**Q.** I have the shares of the highest filled states on the five atomic planes of a single Bi$_2$Se$_3$ sheet, from plane-wave PBE+D3. The two outer planes hold the most. Bi$_2$Se$_3$ is known for its surface states, so is this one of them, decaying inward from both faces?

Scalar-relativistic plane-wave PAW calculation with Ansatz 0.2.0 for a free-standing Bi$_2$Se$_3$ sheet, using PBE+D3(BJ), a 420 eV cutoff, a 21 × 21 × 1 k mesh, Gaussian smearing of 0.05 eV and no spin polarization. Shares are of the states from −0.7 to 0 eV, with the zero near mid-gap; planes run from bottom to top, with heights from the top atom.

| row | plane share | plane formula | plane height (Å) |
| --- | --- | --- | --- |
| 1 | 0.267 | Se | -7.033 |
| 2 | 0.122 | Bi | -5.454 |
| 3 | 0.223 | Se | -3.516 |
| 4 | 0.122 | Bi | -1.579 |
| 5 | 0.267 | Se | 0.000 |

**A.** Read the columns first. The plane share is the fraction of the states in the window that falls on one plane, the plane formula is its element, and the plane height is measured from the top atom. Inversion makes rows 1 and 5 equal, and rows 2 and 4, so with the sum fixed at one there are only two free numbers. The sheet has a Kohn-Sham gap of 0.935 eV with the zero near its middle, so the window reaches only 0.23 eV into the valence band. Its 1.09 states amount to about half of the two states that one band holds.

Now give your idea a formula. Tails $e^{-z/L}$ entering from both faces add to a share proportional to $\cosh(u/L)$, where $u$ is the distance from the middle plane and $L$ the decay length. For very short $L$ all weight sits on the outer Se, and for very long $L$ each plane holds one fifth. Every $L$ between gives the order outer Se, Bi, middle Se, because $\cosh$ grows with $|u|$. The table has the middle Se 1.83 times above Bi, so no decay length reproduces the order.

**Q.** A fit might still come close, since the outer planes come out right.

**A.** Fitted to all five rows it gives $L \approx 3$ Å and only 0.144 on the middle plane, where the table has 0.223. There is also a reason of principle against the topological reading. This run is scalar-relativistic and has no spin-orbit coupling. That coupling is strong in Bi and drives the band inversion from which the topological surface state arises, so the calculation lacks the ingredient that would make one. The sheet is also a single quintuple layer, so thin that states on its two faces would overlap and mix, and it cannot stand for the surface of a thick crystal.

**Q.** Then what makes the zigzag?

**A.** The element. The standard picture, which I argue here because a share tells where density lies and not which orbital it comes from, is that Se $4p$ lies below Bi $6p$ by an energy $\Delta$ and the two mix through a hopping $V$. The lower, filled combination of such a pair has on Bi the fraction

$$\tfrac12\left(1-\frac{\Delta}{\sqrt{\Delta^2+4V^2}}\right).$$

Let $f$ be the fraction of the filled $p$ states on the two Bi planes together. In the ionic limit, $V \ll \Delta$, it goes to zero and each Se holds a third.

The covalent limit, $\Delta \ll V$, needs a count. Two Bi bring six $p$ orbitals and three Se bring nine, and the eighteen $p$ electrons fill nine bands. With Bi–Se hopping alone, six of these are bonding and half on Bi, and three are nonbonding on Se, so $f = 3/9 = 1/3$, which is also the $p$ count of the neutral atoms. A polar covalent sheet should lie between zero and one third. These limits hold for orbital weights in the filled $p$ bands as a whole, and two things loosen their grip on our window. The three nonbonding bands are the highest filled ones, so the model gives the top six states no Bi $p$ weight at all. And a share counts density by region, so the tails of Se orbitals that reach the Bi planes are booked to Bi even for a pure Se state.

**Q.** Can I see this on a row?

**A.** Let each Bi plane hold $f/2$ and each Se plane $(1-f)/3$. The fit to all five rows gives $f = 0.244$, inside the two limits. Each Se then gets $(1-0.244)/3 = 0.252$. The middle Se, which was part of the fit, has 0.223, so the model is too high there by 0.029. The agreement on Bi is no test, since Bi fixes $f$.

With one parameter each, the root-mean-square misfit in share is 0.016 for the species model and 0.049 for the decay model. The species model also has Bi lowest, as the table does. Its misfit is still about 30 times the rounding of a share, so the difference between the two kinds of Se is real within the calculation. The row-by-row residuals stand in the output printed after this exchange.

**Q.** A fit with one parameter to two numbers proves little. Is there a check outside these rows?

**A.** The same calculation has seven other windows. If the levels are ordered as I said, Bi weight taken from the filled states must turn up in the empty ones. The four filled windows have Bi fractions from 0.21 to 0.29, all under one third. The top three together hold about six states, as many as the nonbonding bands, so their Bi share is unlikely to be the $p$ mixing of the formula. Se tails, hopping beyond nearest neighbours and the Bi $6s$ level, which mixes antibondingly into the top of the valence band, are the candidates, and plane shares cannot separate them. Over the four empty windows the fraction rises at each step, from 0.32 to 0.51, although the two lowest rest on only two distinct mesh levels each and still have Bi as the lowest plane.

Orbital counting sharpens this. The six Bi orbitals are spread over nine filled and six empty bands, so $9f_v + 6f_c = 6$ for the mean Bi fractions below and above the gap. The state-weighted $f_v = 0.243$ gives $f_c = 1 - 1.5 \times 0.243 \approx 0.64$, and the empty windows give 0.48. The direction is right and the size overshoots. The windows cover only about half of the filled and a third of the empty $p$ states, and the rule counts orbitals while the shares count density by region, with Bi tails booked to Se, so the test is partial. For a neighbouring window the rule is that Bi stays lowest or nearly so among filled states and gains as the window climbs through the empty ones.

**Q.** The outer Se still exceeds the middle Se by a factor 1.20. Could surface decay act on top of the species effect?

**A.** The two would multiply, but that model has two parameters for two numbers and fits exactly, which tests nothing. It asks for $L = 5.7$ Å, longer than the half-thickness of 3.5 Å, so the envelope rises by only about a fifth from the middle plane to the faces. The other windows are the control. In the next two below, the outer-to-middle ratio is 0.97 and 0.76, for which no such $L$ exists, so a preference for the faces is not general to the valence band.

**Q.** The two kinds of Se are bonded differently. Might that be the cause?

**A.** It is a fair guess. The cell and the heights give each Bi three outer Se at 2.86 Å and three middle Se at 3.07 Å. An outer Se has three short bonds and the middle Se six long ones. With hopping falling as $d^{-2}$, the hopping ratio is 0.867, and the summed squared hopping of the middle Se is $2 \times 0.867^2 = 1.50$ times the outer one. One might expect this to leave the outer Se richer at the band edge, but with bond lengths alone the model says the opposite. Its highest filled bands are the nonbonding ones, in which the hoppings onto each Bi from its outer and its middle Se must cancel. The amplitudes then stand in the inverse ratio of the hoppings, and the outer-to-middle ratio is about $0.867^2 = 0.75$, with the middle Se richer.

Bond angles can reverse this. Take the zone centre, where $p_z$ does not mix with the in-plane $p$ orbitals, and keep only σ hopping. Between $p_z$ orbitals it goes as $\cos^2\theta/d^2$, with $\theta$ the angle of the bond from the sheet normal. The bonds to the middle Se are steeper, rising 1.937 Å against 1.579 Å, so the hopping ratio becomes 1.13 and the outer-to-middle ratio about 1.28, with the outer Se richer. For the in-plane orbitals $\sin^2\theta$ takes the place of $\cos^2\theta$, and the ratio is about 0.56.

The top three filled windows have 0.76, 0.97 and, in ours, 1.20, all between these two estimates. A changing mix of orbitals could give such a series, but so wide a range is no sharp test. The deepest window has 1.68, outside the range, though it lies below the six or so states that the nonbonding bands would hold. Over all four, the centre of the middle Se weight lies 0.09 eV above that of the outer Se, but a lower centre is expected only over the filled $p$ bands as a whole, and these windows hold the upper half, so that number tests nothing. So your guess remains a possible cause: nearest-neighbour $p$ hopping can put the outer Se ahead if $p_z$ weighs enough in the window. To show that it does would take shares by orbital, and π hopping, longer hopping and Bi $6s$, all left out of the estimate, could change the ratio too.

One more guess bears on the same number. If density spilling into the vacuum is counted with the outer planes, it raises their share, and the run warns that the exchange-correlation potential is rough in thin density. This could touch the outer excess but hardly the deep minima on Bi. The cause of the factor 1.20 stays open.



Spin-orbit coupling would move the band edges and change what the window holds, so these shares belong to the scalar-relativistic sheet. The energies are Kohn-Sham levels, so the gap and the window edges should not be read as measured excitation energies.

Output of the analysis:

```
sum of shares 1.001; rounding of each share 0.0005
Se total 0.757, Bi total 0.244, two outer Se together 0.534
outer/middle Se 1.197 (range from rounding 1.192-1.202)
middle Se/Bi 1.83, outer Se/Bi 2.19
gap 0.935 eV; band part of window 0.229 eV; 0.544 of one band (240 of 441 mesh levels)
surface decay cosh(u/L): L = 3.02 A, rms 0.0493
species only: Bi fraction f = 0.244, rms 0.0161
no parameter: equal shares rms 0.0658; neutral p count rms 0.0400; ionic limit rms 0.1007
row element u(A) share | decay, resid | species, resid
1 Se -3.517 0.267 | 0.253 +0.014 | 0.252 +0.015
2 Bi -1.938 0.122 | 0.175 -0.053 | 0.122 +0.000
3 Se +0.000 0.223 | 0.144 +0.079 | 0.252 -0.029
4 Bi +1.937 0.122 | 0.175 -0.053 | 0.122 +0.000
5 Se +3.516 0.267 | 0.253 +0.014 | 0.252 +0.015
worst: decay row 3 (+0.079), species row 3 (-0.029)
rms ratio decay/species 3.1; species rms / rounding 32
species x cosh (exact, 2 parameters for 2 numbers): L = 5.7 A, half-thickness 3.52 A
Bi-Se outer 2.858 A (3 per Se), middle 3.071 A (6 per Se)
hopping ~ d^-2: t_mid/t_out 0.867; summed t^2 middle/outer 1.50
window (eV) | states | Bi fraction | outer/middle Se | L from Se ratio
-2.45 to -1.65 | 3.016 | 0.292 | 1.677 | 3.2 A
-1.65 to -1.05 | 3.315 | 0.207 | 0.760 | none (middle larger)
-1.05 to -0.70 | 1.737 | 0.228 | 0.968 | none (middle larger)
-0.70 to +0.00 | 1.088 | 0.244 | 1.196 | 5.7 A
+0.00 to +0.70 | 0.032 | 0.322 | 0.682 | none (middle larger)
+0.70 to +1.05 | 0.054 | 0.346 | 0.751 | none (middle larger)
+1.05 to +1.65 | 1.252 | 0.430 | 1.419 | 4.0 A
+1.65 to +2.25 | 2.635 | 0.508 | 2.022 | 2.6 A
filled windows: 9.16 of 18 p states, mean Bi fraction 0.243
empty windows: 3.97 of 12 p states, mean Bi fraction 0.480; atom fraction 0.400
sum rule 1 - 1.5 f_filled = 0.635; excess over empty-window mean +0.155
outer/middle Se over all filled windows 1.051
centroid in filled windows (midpoints): outer Se -1.41, Bi -1.45, middle Se -1.32 eV
middle minus outer centroid +0.09 eV (coordination expects negative)
```
